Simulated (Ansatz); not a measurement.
## Pd under changes of volume

One of the cells (14.750 Å³/atom); the others are scaled copies at fixed shape and fractional positions:

```
Pd
1.0
     0.00000    1.94650    1.94650
     1.94650    0.00000    1.94650
     1.94650    1.94650    0.00000
Pd
1
Direct
  0.00000 0.00000 0.00000
```

* Program: Ansatz 0.2.0
* Functional: PBE
* Dispersion: D3(BJ)+ATM
* Potentials or basis: all-electron LAPW, scalar-relativistic
* Cutoff: 266 eV (chosen from the basis error)
* Basis error allowed: 0.001 eV/atom
* k mesh: 12 × 12 × 12
* Occupations: fermi-dirac, width 0.05 eV
* Spin: collinear spin, ferromagnetic start
* Starting moments: [1.0] μB
* Fixed moment: 1 μB

| volume (Å³/atom) | energy over the lowest point (meV/atom) | pressure (GPa) |
| --- | --- | --- |
| 13.865 | 76.56 | 21.0 |
| 14.160 | ? | ? |
| 14.455 | 20.48 | 10.1 |
| 14.750 | 6.33 | 5.6 |
| 15.045 | 0.00 | 1.6 |
| 15.340 | 0.57 | -2.0 |
| 15.635 | 7.23 | -5.1 |

Problem. What does the run at 14.160 Å³/atom give?

Solution. Energy over the lowest point 43.50 meV/atom; pressure 15.2 GPa.

Worked out: A Birch-Murnaghan fit of order 3 (a polynomial in V^(-2/3)) to the other rows has its minimum at 15.16 Å³/atom with B0 = V·E''(V) = 183 GPa and B' = 5.4. It gives 43.50 meV/atom at 14.160 Å³/atom, against the run's 43.50, and -dE/dV = 15.1 GPa, against 15.2.

Energies are extrapolated to zero smearing.

Caveats: the total moment is fixed, so each spin has its own Fermi level.
